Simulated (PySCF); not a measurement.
**Identify the compound**

An unknown has the formula C$_{3}$H$_{6}$O. Its calculated NMR data are:

1H NMR (300 MHz, computed): δ 6.39 (m, 1H), 5.46 (m, 1H), 5.33 (m, 1H), 4.45 (d, 2H), 0.31 (br s, 1H).

13C{1H} NMR (computed): δ 149.2 (CH), 121.9 (CH2), 71.8 (CH2).

Method: PBE0/pcSseg-1 with gauge-including orbitals, geometry: GFN2-xTB, in PySCF 2.14 (a single conformation, in vacuum, averaged over atoms made equivalent by symmetry, fast rotation or ring inversion, non-relativistic).

δ = σ(ref) − σ, references computed at the same level: 1H, 13C vs TMS.

Which of these isomers gave the spectra?
A. C[C@@H]1CO1
B. C1COC1
C. C=CCO
D. C=COC
E. CCC=O

Answers

C. 

1. The formula gives 1 degree of unsaturation (no ring in the answer).
2. 3 carbon signals for 3 carbons: no two carbons are equivalent.
3. Carbon types of the structure: 1 × CH, 2 × CH2, leaving 1 H on heteroatoms.
4. δC 149.2: alkene CH; as expected for a trigonal carbon in a double bond.
5. δC 121.9: terminal =CH2 carbon; as expected for a trigonal carbon in a double bond.
6. δC 71.8: allylic sp3 CH2 bonded to O; pulled downfield by the heteroatom.
7. δH 6.39: hydrogen on an alkene CH; olefinic region.
8. δH 5.46, 5.33: hydrogen on a terminal =CH2 carbon; a vinylic proton, deshielded by the sp2 carbon and the C=C anisotropy.

The others: C1COC1 would give 2 carbon signals, not 3; C=COC has carbons computed at 161.3, 86.4, 55.0, with a different DEPT pattern; CCC=O would give 3 signals for carbon-bound and other non-exchanging H, not 4; C[C@@H]1CO1 has carbons computed at 46.0, 44.6, 20.9, with a different DEPT pattern.

OH and NH positions are those of a molecule without intermolecular hydrogen bonds; in solution they move with solvent, concentration and temperature, and exchange usually removes their couplings. Shifts are as computed. Against solution values, carbons near 30 ppm lie about +3 ppm off and those near 130 ppm about +5 ppm. Of 1309 compounds with measured shifts, 239 miss one by over three times the rms of a fit or turn the order of signals round; such compounds aren't used in these exercises. No couplings were computed; multiplicities are counted from neighbouring protons, with m where these are inequivalent, close in shift, in a saturated or five-membered ring or joined by F or P, and br s for small geminal =CH2 splittings.
